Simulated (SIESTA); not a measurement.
Crystal: MoS2.

```
Mo S
1.0
     1.58000    0.91221    6.15000
    -1.58000    0.91221    6.15000
     0.00000   -1.82443    6.15000
Mo S
1 2
Direct
  0.00000 0.00000 0.00000
  0.41700 0.41700 0.41700
  0.25000 0.25000 0.25000
```

Measurements of this composition are mostly on another form, of space group No. 194.

Base run:

| Property | Result |
| --- | --- |
| Program | SIESTA 5.4.2 |
| Functional | PBE |
| Potentials or basis | PseudoDojo 0.4 standard (PBE files) |
| Basis | DZ (energy shift 0.003 Ry; two zetas on semicore shells) |
| Grid cutoff | 800 Ry |
| Energy shift | 0.003 Ry |
| k mesh | 7 × 7 × 7 |
| Occupations | fermi-dirac, width 0.05 eV |
| Spin | no spin polarisation |

Its results: band gap on the k mesh 0.90 eV, indirect (least direct gap 2.18 eV); pressure 17.5 GPa; largest force 2.375 eV/Å.

Task: The run is repeated on the same cell with these changes: basis from DZ (energy shift 0.003 Ry; two zetas on semicore shells) to SZP (energy shift 0.003 Ry). What comes out?

Result: Band gap on the k mesh 1.05 eV, indirect (least direct gap 2.15 eV); pressure 9.5 GPa; largest force 1.262 eV/Å.

Caveats: an odd mesh through Γ misses points on the zone boundary, where band edges often lie; the basis of atomic orbitals isn't converged, which shifts pressures, moduli and gaps; forces of over 1 eV/Å show positions far from the minimum, so gaps and moduli don't describe the material at rest; the basis has no polarisation orbitals (some runs).
